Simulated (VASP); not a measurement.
# Al (P-1) in VASP: further runs

The runs below take Al through single point, relaxation of cell and atoms, with PBE.

Everything below comes from runs of VASP 6.6.1. Logs are shortened: lines on timing, memory, paths and dates and some standing lists are left out, and cuts for length are marked.

## Step 1: The cell of the first run

The typed cell holds 8 atoms: a = 4.970 Å, b = 4.970 Å, c = 5.646 Å, α = 90.01°, β = 89.98°, γ = 108.74°.

The cell was built by a generator and needn't be a form met in nature.

## Step 2: Single point, PBE

Contents of INCAR:

```
PREC = Accurate
ENCUT = 520
EDIFF = 1E-6
ISMEAR = 0
SIGMA = 0.2
LREAL = F
LASPH = T
NELM = 60
ALGO = Fast
ISIF = 2
LWAVE = F
LCHARG = F
GGA = PE
NBANDS = 22
```

Contents of KPOINTS:

```
regular mesh
0
Gamma
  4 4 4
```

Contents of POSCAR:

```
Al
1.0
    4.9044011052     -0.8025725554      0.0016595531
   -0.8152591307      4.9024537527      0.0013842033
   -0.0000977501     -0.0030362731      5.6464808739
Al
8
Direct
   -0.0000042116      0.0000018564      0.3749808680
    0.0000105184      0.0000327476      0.8749798299
    0.9999226132      0.4999069836      0.1250200395
    1.0001030279      0.5001144034      0.6250150360
    0.4999004575     -0.0001162201      0.1250156022
    0.5000824999      0.0000828073      0.6250128428
    0.4999862294      0.4999711103      0.3749902935
    0.4999988651      0.5000063115      0.8749854883
```

Potentials or basis: VASP PAW PBE potentials, release 64 (Al).

Command:

```sh
$ cat potpaw_PBE.64/Al/POTCAR > POTCAR
$ mpirun -np 1 vasp_std > vasp.out
```

OUTCAR:

```text
PREC = Accurate
   ENCUT = 520
   EDIFF = 1E-6
   ISMEAR = 0
   LREAL = F
   LASPH = T
   NELM = 60
   ISIF = 2
   GGA = PE

 ion  position               nearest neighbor table
   1  1.000  0.000  0.375-   2 2.82   2 2.82   5 2.86   6 2.86   3 2.86   3 2.86   4 2.86   4 2.86
                             5 2.86   6 2.86   7 2.90   7 2.90
   2  0.000  0.000  0.875-   1 2.82   1 2.82   4 2.86   3 2.86   6 2.86   5 2.86   6 2.86   5 2.86
                             4 2.86   3 2.86   8 2.90   8 2.90
   3  1.000  0.500  0.125-   4 2.82   4 2.82   7 2.86   2 2.86   8 2.86   1 2.86   1 2.86   8 2.86
                             7 2.86   2 2.86   5 2.90   5 2.90
   4  0.000  0.500  0.625-   3 2.82   3 2.82   7 2.86   2 2.86   8 2.86   8 2.86   1 2.86   1 2.86
                             2 2.86   7 2.86   6 2.90   6 2.90
   5  0.500  1.000  0.125-   6 2.82   6 2.82   1 2.86   8 2.86   2 2.86   7 2.86   7 2.86   2 2.86
                             1 2.86   8 2.86   3 2.90   3 2.90
   6  0.500  0.000  0.625-   5 2.82   5 2.82   1 2.86   8 2.86   2 2.86   7 2.86   2 2.86   7 2.86
                             8 2.86   1 2.86   4 2.90   4 2.90
   7  0.500  0.500  0.375-   8 2.82   8 2.82   3 2.86   4 2.86   5 2.86   5 2.86   6 2.86   6 2.86
                             3 2.86   4 2.86   1 2.90   1 2.90
   8  0.500  0.500  0.875-   7 2.82   7 2.82   5 2.86   6 2.86   4 2.86   3 2.86   4 2.86   3 2.86
                             6 2.86   5 2.86   2 2.90   2 2.90

  LATTYP: Found a triclinic cell.
 ALAT       =     4.9696353650
 B/A-ratio  =     1.1651799720
 C/A-ratio  =     1.1361963759
 COS(alpha) =     0.0001326900
 COS(beta)  =     0.0004036947
 COS(gamma) =     0.5825652003

  Lattice vectors:

 A1 = (   4.9044011052,  -0.8025725554,   0.0016595531)
 A2 = (   4.0891419745,   4.0998811973,   0.0030437564)
 A3 = (  -0.0000977501,  -0.0030362731,   5.6464808739)

Analysis of symmetry for initial positions (statically):
=====================================================================
 Subroutine PRICEL returns:
 Original cell was already a primitive cell.

 Routine SETGRP: Setting up the symmetry group for a
 triclinic supercell.

 Subroutine GETGRP returns: Found  1 space group operations
 (whereof  1 operations were pure point group operations)
 out of a pool of  2 trial point group operations.

The static configuration has the point symmetry C_1 .

Analysis of symmetry for dynamics (positions and initial velocities):
=====================================================================
 Subroutine PRICEL returns:
 Original cell was already a primitive cell.

 Routine SETGRP: Setting up the symmetry group for a
 triclinic supercell.

 Subroutine GETGRP returns: Found  1 space group operations
 (whereof  1 operations were pure point group operations)
 out of a pool of  2 trial point group operations.

The dynamic configuration has the point symmetry C_1 .

 Subroutine INISYM returns: Found  1 space group operations
 (whereof  1 operations are pure point group operations),
 and found     1 'primitive' translations

----------------------------------------------------------------------------------------

                                     Primitive cell

  volume of cell :     132.0672

  direct lattice vectors                    reciprocal lattice vectors
     4.904401105 -0.802572555  0.001659553     0.209602450  0.034856072  0.000022372
    -0.815259131  4.902453753  0.001384203     0.034313625  0.209685678  0.000113348
    -0.000097750 -0.003036273  5.646480874    -0.000070016 -0.000061648  0.177101424

  length of vectors
     4.969635365  4.969778885  5.646481691     0.212480901  0.212474755  0.177101449

  position of ions in fractional coordinates (direct lattice)
     0.999995788  0.000001856  0.374980868
     0.000010518  0.000032748  0.874979830
     0.999922613  0.499906984  0.125020040
     0.000103028  0.500114403  0.625015036
     0.499900457  0.999883780  0.125015602
     0.500082500  0.000082807  0.625012843
     0.499986229  0.499971110  0.374990293
     0.499998865  0.500006312  0.874985488

  ion indices of the primitive-cell ions
   primitive index   ion index
                 1           1
                 2           2
                 3           3
                 4           4
                 5           5
                 6           6
                 7           7
                 8           8

----------------------------------------------------------------------------------------

 KPOINTS: regular mesh

Automatic generation of k-mesh.
 Grid dimensions read from file:
 generate k-points for:    4    4    4

 Generating k-lattice:

  Cartesian coordinates                     Fractional coordinates (reciprocal lattice)
     0.052400613  0.008714018  0.000005593     0.250000000 -0.000000000  0.000000000
     0.008578406  0.052421420  0.000028337    -0.000000000  0.250000000 -0.000000000
    -0.000017504 -0.000015412  0.044275356    -0.000000000 -0.000000000  0.250000000

  Length of vectors
     0.053120225  0.053118689  0.044275362

  Shift w.r.t. Gamma in fractional coordinates (k-lattice)
     0.000000000  0.000000000  0.000000000

 Subroutine IBZKPT returns following result:
 ===========================================

 Found     36 irreducible k-points:

 Following reciprocal coordinates:
            Coordinates               Weight
  0.000000  0.000000  0.000000      1.000000
  0.250000 -0.000000 -0.000000      2.000000
  0.500000 -0.000000 -0.000000      1.000000
 -0.000000  0.250000 -0.000000      2.000000
  0.250000  0.250000 -0.000000      2.000000
  0.500000  0.250000  0.000000      2.000000
[... 16 lines left out ...]
  0.000000 -0.250000  0.250000      2.000000
  0.250000 -0.250000  0.250000      2.000000
 [... further k-points ...]
   k-points           NKPTS =     36   k-points in BZ     NKDIM =     36   number of bands    NBANDS=     22
   number of dos      NEDOS =    301   number of ions     NIONS =      8
   total plane-waves  NPLWV =  67200
   dimension x,y,z NGX =    40 NGY =   40 NGZ =   42
   dimension x,y,z NGXF=    80 NGYF=   80 NGZF=   84
   ions per type =               8
   NGX,Y,Z   is equivalent  to a cutoff of  13.38, 13.38, 12.37 a.u.
   NGXF,Y,Z  is equivalent  to a cutoff of  26.76, 26.76, 24.73 a.u.
 SYSTEM =  unknown system
   PREC   = accura    normal or accurate (medium, high low for compatibility)
   ISTART =      0    job   : 0-new  1-cont  2-samecut
   ICHARG =      2    charge: 1-file 2-atom 10-const
   ISPIN  =      1    spin polarized calculation?
   LNONCOLLINEAR =      F non collinear calculations
   LSORBIT =      F    spin-orbit coupling
   LASPH  =      T    aspherical Exc in radial PAW
   ENCUT  =  520.0 eV  38.22 Ry    6.18 a.u.   9.24  9.24 10.50*2*pi/ulx,y,z
   NELM   =     60;   NELMIN=  2; NELMDL= -5     # of ELM steps
   EDIFF  = 0.1E-05   stopping-criterion for ELM
   LREAL  =      F    real-space projection
   EDIFFG = 0.1E-04   stopping-criterion for IOM
   NSW    =      0    number of steps for IOM
   IBRION =     -1    ionic relax: 0-MD 1-quasi-New 2-CG
   NFREE  =      0    steps in history (QN), initial steepest desc. (CG)
   ISIF   =      2    stress and relaxation
   ISYM   =      2    0-nonsym 1-usesym 2-fastsym
   POTIM  = 0.5000    time-step for ionic-motion
   TEBEG  =    0.0;   TEEND  =   0.0 temperature during run
   PSTRESS=    0.0 pullay stress
   NELECT =      24.0000    total number of electrons
   NUPDOWN=      -1.0000    fix difference up-down
   EMIN   =  10.00;   EMAX   =-10.00  energy-range for DOS
   EFERMI =   0.00;   METHOD = LEGACY
   ISMEAR =     0;   SIGMA  =   0.20  broadening in eV -4-tet -1-fermi 0-gaus
   EFERMI_NEDOS =   21; number of points for ismear=-14 and -15
   IALGO  =     68    algorithm
   IMIX   =      4    mixing-type and parameters
     AMIX     =   0.40;   BMIX     =  1.00
     AMIX_MAG =   1.60;   BMIX_MAG =  1.00
  volume/ion in A,a.u.               =      16.51       111.40
  Fermi-wavevector in a.u.,A,eV,Ry     =   0.927286  1.752316 11.699088  0.859859
  Thomas-Fermi vector in A             =   2.053339
   LORBIT       =      0    0 simple, 1 ext, 2 COOP (PROOUT), +10 PAW based schemes
   GGA     = PE    functional components
   LHFCALC =     F    Hartree Fock is set to
   AEXX    =    0.0000 exact exchange contribution
   IVDW    =     0    specifies the selected vdW correction
   LEPSILON=     F    determine dielectric tensor
   LRPA    =     F    only Hartree local field effects (RPA)
 non-spin polarized calculation
 RMM-DIIS sequential band-by-band and
 Gauss-broadening in eV      SIGMA  =   0.20
  energy-cutoff  :      520.00
  volume of cell :      132.07
 maximum number of plane-waves:      3578
 NGX is ok and might be reduce to    40
   NGX = 19   NGY = 19   NGZ = 21

 number of electron      24.0000000 magnetization

 Free energy of the ion-electron system (eV)
  ---------------------------------------------------
  ext. energy  EPLUGINS =         0.00000000
  ---------------------------------------------------
  free energy    TOTEN  =       -30.07737930 eV

  energy without entropy =      -30.03980806  energy(sigma->0) =      -30.05859368

 E-fermi :   8.0265     XC(G=0): -10.1938

 val. band max:        7.9975255107   @ k =   0.2500  -0.0000   0.5000
 cond. band min:       8.1636357112   @ k =   0.0000   0.0000   0.0000
 fundamental gap:      0.1661102005
 Fermi energy:         8.0264584076

 k-point     1 :       0.0000    0.0000    0.0000
  band No.  band energies     occupation
      1      -3.1357      2.00000
      2       1.4318      2.00000
      3       1.4322      2.00000
      4       3.3385      2.00000
      5       3.3387      2.00000
      6       3.4632      2.00000
[... 14 lines left out ...]
     21      10.8786      0.00000
     22      13.1445      0.00000
[... 552 lines left out ...]
  band No.  band energies     occupation
      1      -2.2813      2.00000
      2       0.0091      2.00000
      3       2.0413      2.00000
      4       2.0421      2.00000
      5       2.1521      2.00000
      6       4.2215      2.00000
[... 14 lines left out ...]
     21      13.0324      0.00000
     22      13.8614      0.00000

 [... further k-points ...]

------------------------ aborting loop because EDIFF is reached ----------------------------------------

  FORCE on cell =-STRESS in cart. coord.  units (eV):
  Direction    XX          YY          ZZ          XY          YZ          ZX
  --------------------------------------------------------------------------------------
  -------------------------------------------------------------------------------------
  Total       -0.0237226     -0.0270770     -0.0257180     -0.0416183      0.0130055     -0.0233590
  in kB       -0.2877916     -0.3284852     -0.3119983     -0.5048934      0.1577764     -0.2833808
  external PRESSURE =      -0.3094250 kB  Pullay stress =       0.0000000 kB

 VOLUME and BASIS-vectors are now :
 -----------------------------------------------------------------------------
  energy-cutoff  :      520.00
  volume of cell :      132.07
      direct lattice vectors                 reciprocal lattice vectors
     4.904401105 -0.802572555  0.001659553     0.209602450  0.034856072  0.000022372
    -0.815259131  4.902453753  0.001384203     0.034313625  0.209685678  0.000113348
    -0.000097750 -0.003036273  5.646480874    -0.000070016 -0.000061648  0.177101424

 POSITION                                       TOTAL-FORCE (eV/Angst)
 -----------------------------------------------------------------------------------
      4.90434     -0.80370      2.11898        -0.000147     -0.000132      0.000393
     -0.00006     -0.00250      4.94056        -0.000150     -0.000554      0.000415
      4.49646      1.64788      0.70827         0.000265      0.001209     -0.000484
     -0.40728      2.44981      3.52983        -0.001312     -0.001082     -0.000273
      1.63654      4.50030      0.70811         0.000995      0.001330     -0.000390
      2.45248     -0.40284      3.52995        -0.000619     -0.000726     -0.000290
      2.04449      2.04867      2.11890         0.000458      0.000248      0.000210
      2.04447      2.04732      4.94211         0.000510     -0.000293      0.000421
 -----------------------------------------------------------------------------------
    total drift:                                0.000000      0.000001      0.000001

  FREE ENERGIE OF THE ION-ELECTRON SYSTEM (eV)
  ---------------------------------------------------
  free  energy   TOTEN  =       -30.0773792976 eV

  energy  without entropy=      -30.0398080592  energy(sigma->0) =      -30.05859368
```

Wall time 81 s (1 thread of Intel Xeon Platinum 8488C (Sapphire Rapids), shared host); peak memory 0.26 GiB.

Results:

```
Free energy            : -30.0774 eV
Pressure               : 0.0 GPa
Band gap on the k mesh : none (metal or under the smearing width)
```

Stress tensor (GPa, compression positive):
```
-0.03 -0.05 -0.03
-0.05 -0.03  0.02
-0.03  0.02 -0.03
```

Levels at points of the mesh, in eV from the Fermi level:
```tsv
k point	band 9	band 10	band 11	band 12	band 13	band 14	band 15	band 16
(0.00, 0.00, 0.00)	-1.62	-0.96	-0.96	-0.80	-0.80	0.14	0.14	1.07
(0.50, 0.00, 0.00)	-1.03	-1.02	-0.70	-0.70	-0.69	-0.69	3.18	3.18
(0.00, 0.50, 0.00)	-1.02	-1.02	-0.70	-0.70	-0.69	-0.69	3.17	3.17
(0.50, 0.50, 0.00)	-2.96	-2.96	-1.64	-1.64	1.11	1.11	2.62	2.62
(0.00, 0.00, 0.50)	-3.44	-3.44	-1.88	-1.88	-1.23	-1.23	-0.31	-0.31
(0.50, 0.00, 0.50)	-0.39	-0.39	-0.39	-0.39	1.14	1.14	1.15	1.15
(0.00, 0.50, 0.50)	-0.39	-0.39	-0.39	-0.39	1.15	1.15	1.15	1.15
(0.50, 0.50, 0.50)	1.03	1.03	1.04	1.04	2.18	2.18	2.18	2.18
```

(Part 1 of 2 ends here.)
